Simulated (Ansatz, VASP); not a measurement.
One calculation of F, two programs

File INCAR:

```
SYSTEM = F
PREC = Accurate
ENCUT = 520
EDIFF = 1E-6
ISMEAR = -1
SIGMA = 0.05
LREAL = .FALSE.
LASPH = .TRUE.
NELM = 100
ALGO = Normal
ISIF = 2
LWAVE = .FALSE.
LCHARG = .FALSE.
GGA = PE
NBANDS = 10
```

Contents of KPOINTS:

```
regular mesh
0
G
  16 16 16
  0 0 0
```

File POSCAR:

```
F
1.0
    0.0000000000      1.7172876897      1.7172876897
    1.7172876897      0.0000000000      1.7172876897
    1.7172876897      1.7172876897      0.0000000000
F
1
Direct
    0.0000000000      0.0000000000      0.0000000000
```

Input for Ansatz:

```yaml
crystal:
  lattice:
    - [0.0, 1.7172876897, 1.7172876897]
    - [1.7172876897, 0.0, 1.7172876897]
    - [1.7172876897, 1.7172876897, 0.0]
  atoms:
    - { symbol: F, position: [0.0, 0.0, 0.0] }
kpoints:
  mp_grid: { grid: [16, 16, 16] }
  band_path:
    path:
      - [0.0, 0.0, 0.0]
      - [0.5, 0.0, 0.5]
      - [0.625, 0.25, 0.625]
      - [0.375, 0.375, 0.75]
      - [0.0, 0.0, 0.0]
      - [0.5, 0.5, 0.5]
      - [0.5, 0.25, 0.75]
      - [0.5, 0.0, 0.5]
    npoints: 8
scf:
  occupations: { method: fermi_dirac, width: 0.05 }
hamiltonian:
  xc: pbe
  pseudopotentials: { kind: all_electron, lapw: { basis_error: 0.0005 } }
output:
  forces: true
  stress: true
  eigenvalues: true
  populations: true
  dos: { projected: true, de: 0.2, e_range: [-14, 8] }
```

The real solid is made of molecules; this cell is a model form.

Alike in both runs: task single point; functional PBE; k mesh 16 × 16 × 16; occupations fermi-dirac, width 0.05 eV; no spin polarisation.

|  | VASP | Ansatz |
| --- | --- | --- |
| version | VASP 6.6.1 | Ansatz 0.2.0 |
| potentials or method | VASP PAW PBE potentials, release 64 (F) | all-electron LAPW, scalar-relativistic |
| plane-wave cutoff (eV) | 520 | see its input |

```csv
,VASP,Ansatz,Ansatz less VASP
pressure (GPa),-0.6,-0.1,+0.58
```

Ansatz ran all-electron here, so the differences hold the error of VASP's frozen core and of both bases.

Caveats: an odd number of electrons without spin polarisation forces a metal; a magnetic or distorted state may lie lower.
